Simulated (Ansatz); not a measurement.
What does this script print? It uses Ansatz 0.2.0, Python API.

`scf_tas2.py`:
```python
"""Single point of TaS2."""

from pathlib import Path
import json
import warnings

import ansatz as az
import numpy as np
from pymatgen.core import Structure


def main() -> None:
    warnings.simplefilter("ignore", az.DeckWarning)

    crystal = (
        az.Lattice.from_parameters(3.35, 3.35, 5.86, alpha=90.0, beta=90.0, gamma=120.0)
        .atom("Ta", (0.0, 0.0, 0.0))
        .atom("S", (1 / 3, 2 / 3, 0.25))
        .atom("S", (2 / 3, 1 / 3, 0.75))
    )

    # functional, basis and sampling
    setup = (
        crystal.calculation()
        .functional("PBE")
        .basis(470)  # cutoff of the orbital basis
        .kpoints(9, 9, 5)
        .occupations("fermi_dirac")
        .compute(density=True, potential=True, electron_localization_function=True, output_files={"volumetric_format": "npy"})
        .cutoff_correction(756)
    )
    def show(event):
        row = event["data"]
        if event["event"] == "scf_iter" and row.get("harris_foulkes_ev") is not None:
            print(f"  iteration {row['iter']:3d}  Harris-Foulkes {row['harris_foulkes_ev']:.5f} eV  residual {row['dr2_ev']:.2e}")


    res = setup.session().plan().execute(on_event=show)
    report = res.report

    energy = report["free_energy_ev"]
    print("F of the TaS2 cell: {:.6f} eV = {:.6f} Ry = {:.6f} Ha".format(energy, energy / 13.605693, energy / 27.211386))
    print("Fermi level {:.4f} eV, {} k-points, {} symmetry operations".format(report["fermi_energy_ev"], report["n_kpoints"], report["n_symmetry_ops"]))

    # estimate of what a larger basis would gain, without a second SCF
    estimate = report.get("cutoff_correction")
    if estimate:
        print("towards {} eV the energy would change by {:.2f} meV/atom".format(estimate["reference_ecutwfc_ev"], 1000 * estimate["energy_ev"] / len(res.lattice.sites)))

    final = Structure(res.lattice.cell_ang, [s.symbol for s in res.lattice.sites], [s.position_frac for s in res.lattice.sites])
    print(final)

    keep = ["free_energy_ev", "energy_sigma0_ev", "fermi_energy_ev", "n_iterations", "converged", "magnetization_mub", "n_kpoints"]
    with open("tas2.json", "w") as handle:
        json.dump({key: report[key] for key in keep}, handle, indent=1)

    folder = Path(res.write_results("fields"))
    print("densities in e/A^3, potentials in eV, ELF without unit")
    for name in sorted(p.name for p in folder.glob("*.npy")):
        field = np.load(folder / name)
        print(f"{name:16s} {str(field.shape):16s} min {field.min():10.4f}  mean {field.mean():10.4f}  max {field.max():10.4f}")


if __name__ == "__main__":
    main()
```

Output of `python scf_tas2.py`:
```text
  iteration   1  Harris-Foulkes -11739.38359 eV  residual 1.93e-03
  iteration   2  Harris-Foulkes -11739.38307 eV  residual 1.99e-03
  iteration   3  Harris-Foulkes -11739.38250 eV  residual 2.56e-05
  iteration   4  Harris-Foulkes -11739.38254 eV  residual 1.38e-06
  iteration   5  Harris-Foulkes -11739.38254 eV  residual 8.53e-08
  iteration   6  Harris-Foulkes -11739.38254 eV  residual 3.65e-09
F of the TaS2 cell: -11739.382543 eV = -862.828710 Ry = -431.414355 Ha
Fermi level 10.6960 eV, 50 k-points, 12 symmetry operations
towards 756.0 eV the energy would change by -0.27 meV/atom
Full Formula (Ta1 S2)
Reduced Formula: TaS2
abc   :   3.350000   3.350000   5.860000
angles:  90.000000  90.000000 120.000000
pbc   :       True       True       True
Sites (3)
  #  SP           a         b     c
---  ----  --------  --------  ----
  0  Ta    0         0         0
  1  S     0.333333  0.666667  0.25
  2  S     0.666667  0.333333  0.75
densities in e/A^3, potentials in eV, ELF without unit
elf.npy          (24, 24, 45)     min     0.0015  mean     0.3873  max     0.9326
rho.npy          (24, 24, 45)     min    -0.0217  mean     0.4390  max     4.5543
v_es.npy         (24, 24, 45)     min   -86.8368  mean     5.0108  max    15.3364
v_tot.npy        (24, 24, 45)     min  -115.8836  mean    -5.6745  max    12.1873
```

File `tas2.json` afterwards:
```json
{
 "free_energy_ev": -11739.382543406447,
 "energy_sigma0_ev": -11739.35701160248,
 "fermi_energy_ev": 10.696022099013621,
 "n_iterations": 6,
 "converged": true,
 "magnetization_mub": 0.0,
 "n_kpoints": 50
}
```

What to keep in mind:
- Total energies depend on the potentials; only differences at equal settings carry meaning.
- The run is spin-unpolarised.
- The mesh is modest for a metal, so energies can be off by several to tens of meV an atom and pressures by half a GPa or more; differences at equal mesh fare better.
- The zero of the levels is a convention of the potentials, so an absolute Fermi energy is no work function.
- Spin-orbit coupling, which matters for elements this heavy, is left out.
- The fields are valence quantities on the plane-wave grid; their values near the nuclei depend on the potentials.
- The structure is a deposited one; some such entries were measured under pressure or heat, so a shift against it needn't be the functional's error alone.
- It ran for 4.5 s on 1 thread of Arm Neoverse V1, with other jobs on the host, peak memory 0.42 GiB.
